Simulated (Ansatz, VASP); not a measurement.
# Zr in VASP and in Ansatz

The input INCAR:

```
SYSTEM = Zr
PREC = Accurate ; ENCUT = 520
EDIFF = 1E-6 ; ISMEAR = 0
SIGMA = 0.1 ; LREAL = .FALSE.
LASPH = .TRUE. ; NELM = 100
ALGO = Fast ; ISIF = 2
LWAVE = .FALSE. ; LCHARG = .FALSE.
GGA = PE ; NBANDS = 58
```

Contents of KPOINTS:

```
regular mesh
0
G
  4 4 4
  0 0 0
```

The input POSCAR:

```
Zr
1.0
   -3.7310179368      3.7310179368      3.7310179368
    3.7310179368     -3.7310179368      3.7310179368
    3.7310179368      3.7310179368     -3.7310179368
Zr
8
Direct
    0.2060000000      0.2060000000      0.2060000000
    0.5000000000      0.0000000000      0.2940000000
    0.2940000000      0.5000000000      0.0000000000
    0.0000000000      0.2940000000      0.5000000000
    0.7940000000      0.7940000000      0.7940000000
    0.5000000000      0.0000000000      0.7060000000
    0.7060000000      0.5000000000      0.0000000000
    0.0000000000      0.7060000000      0.5000000000
```

Input for Ansatz:

```yaml
crystal:
  lattice:
    - [-3.7310179368, 3.7310179368, 3.7310179368]
    - [3.7310179368, -3.7310179368, 3.7310179368]
    - [3.7310179368, 3.7310179368, -3.7310179368]
  atoms:
    - { symbol: Zr, position: [0.206, 0.206, 0.206] }
    - { symbol: Zr, position: [0.5, 0.0, 0.294] }
    - { symbol: Zr, position: [0.294, 0.5, 0.0] }
    - { symbol: Zr, position: [0.0, 0.294, 0.5] }
    - { symbol: Zr, position: [0.794, 0.794, 0.794] }
    - { symbol: Zr, position: [0.5, 0.0, 0.706] }
    - { symbol: Zr, position: [0.706, 0.5, 0.0] }
    - { symbol: Zr, position: [0.0, 0.706, 0.5] }
basis:
  ecutwfc: 420
kpoints:
  mp_grid: { grid: [4, 4, 4] }
hamiltonian:
  xc: pbe
scf:
  occupations: { method: gaussian, width: 0.1 }
  lower_state_search: "off"
output:
  forces: true
  stress: true
  eigenvalues: true
```

Alike in both runs: task single point; functional PBE; k mesh 4 × 4 × 4; occupations gaussian, width 0.1 eV; no spin polarisation.

|  | VASP | Ansatz |
| --- | --- | --- |
| version | VASP 6.6.1 | Ansatz 0.2.0 |
| potentials or method | VASP PAW PBE potentials, release 64 (Zr_sv) | scalar-relativistic, plane waves, PAW |
| plane-wave cutoff (eV) | 520 | 420 |
| valence electrons in the cell | 96 | 96 |

|  | VASP | Ansatz | Ansatz less VASP |
| --- | --- | --- | --- |
| gap on the k mesh at the Fermi level (eV) | none | none | - |
| pressure (GPa) | 1.7 | 1.6 | -0.14 |
| rms of the force components (eV/Å) | 1.108 | 1.101 | -0.0067 |

Atom by atom the forces differ by 0.007 eV/Å (rms over components). A gap of «none» marks a metal or a gap that the smearing closes.

Caveats: forces of over 1 eV/Å show positions far from the minimum, so gaps and moduli don't describe the material at rest.
